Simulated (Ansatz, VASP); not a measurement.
# InAs: VASP beside Ansatz

```
In As
1.0
     0.00000    3.09398    3.09398
     3.09398    0.00000    3.09398
     3.09398    3.09398    0.00000
In As
1 1
Cartesian
  1.5470 1.5470 1.5470
  0.0000 0.0000 0.0000
```

Alike in both runs: functional PBE; k mesh 12 × 12 × 12; occupations fermi-dirac, width 0.15 eV; no spin polarisation.

Ansatz relaxed the structure, and its values are those at the end. VASP's run is a single point on that final structure, the one shown.

|  | VASP | Ansatz |
| --- | --- | --- |
| version | VASP 6.6.1 | Ansatz 0.2.0 |
| potentials or method | VASP PAW PBE potentials, release 64 (In_d, As) | scalar-relativistic, plane waves, PAW |
| plane-wave cutoff (eV) | 520 | 420 |
| valence electrons in the cell | 18 | 28 |

```tsv
	VASP	Ansatz	Ansatz less VASP
gap on the k mesh at the Fermi level (eV)	none	none	-
pressure (GPa)	0.0	0.0	-0.04
```

A gap of «none» marks a metal or a gap that the smearing closes. With one functional, cell and mesh, what is left measures potentials, basis and numerics. The two sets of potentials don't hold the same shells in valence.
